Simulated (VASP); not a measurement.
Crystal: Rb.

```
Rb
1.0
    -2.80250    2.80250    2.80250
     2.80250   -2.80250    2.80250
     2.80250    2.80250   -2.80250
Rb
1
Cartesian
  0.0000 0.0000 0.0000
```

* Program: VASP 6.6.1
* Task: single point
* Functional: PBE
* Potentials or basis: VASP PAW PBE potentials, release 64 (Rb_sv)
* Cutoff: 520 eV
* k mesh: 7 × 7 × 7
* Occupations: fermi-dirac, width 0.05 eV
* Spin: no spin polarisation

On this cell: pressure 0.1 GPa; band gap on the k mesh none (metal or under the smearing width).

The same run follows on a disturbed copy (cell strained at random at fixed volume):

```
CELL_PARAMETERS angstrom
-2.92087 2.82641 2.71242
2.91628 -2.85910 2.74053
2.84329 2.78152 -2.74511
ATOMIC_POSITIONS crystal
Rb 0.00230 0.99471 0.99463
```

What changes?

The energy (extrapolated to zero smearing) moves by +0.1 meV/atom; pressure 0.1 GPa; band gap on the k mesh none (metal or under the smearing width).

Stress tensor (GPa, compression positive):
```
0.12 0.07 0.01
0.07 0.10 0.03
0.01 0.03 0.07
```
